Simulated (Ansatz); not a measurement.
A run of Ansatz 0.2.0 is set up as follows.

File input.yaml:

```yaml
crystal:
  lattice:
    - [0.0, 2.7218511865, 2.7218511865]
    - [2.7218511865, 0.0, 2.7218511865]
    - [2.7218511865, 2.7218511865, 0.0]
  atoms:
    - { symbol: Si, position: [0.5, 0.5, 0.5] }
    - { symbol: Si, position: [0.75, 0.75, 0.75] }
kpoints:
  mp_grid: { grid: [5, 5, 5] }
scf:
  occupations: { method: fermi_dirac, width: 0.03 }
hamiltonian:
  xc: pbe
  pseudopotentials: { kind: all_electron, lapw: { basis_error: 0.003 } }
output:
  forces: true
  stress: true
  eigenvalues: true
```

Potentials or basis: all-electron LAPW, scalar-relativistic.

The run is started by

```sh
$ ansatz run input.yaml --threads 1 --pin off --max-ram 2560MiB --backend cpu --events-out ev --progress --plain --runs-dir out
```

Problem. Estimate the pressure.

Solution. 1.5 GPa.

Problem. What does it give for the band gap on the k mesh?

Solution. 0.59 eV, indirect (least direct gap 2.55 eV).

Caveat: an odd mesh through Γ misses points on the zone boundary, where band edges often lie.
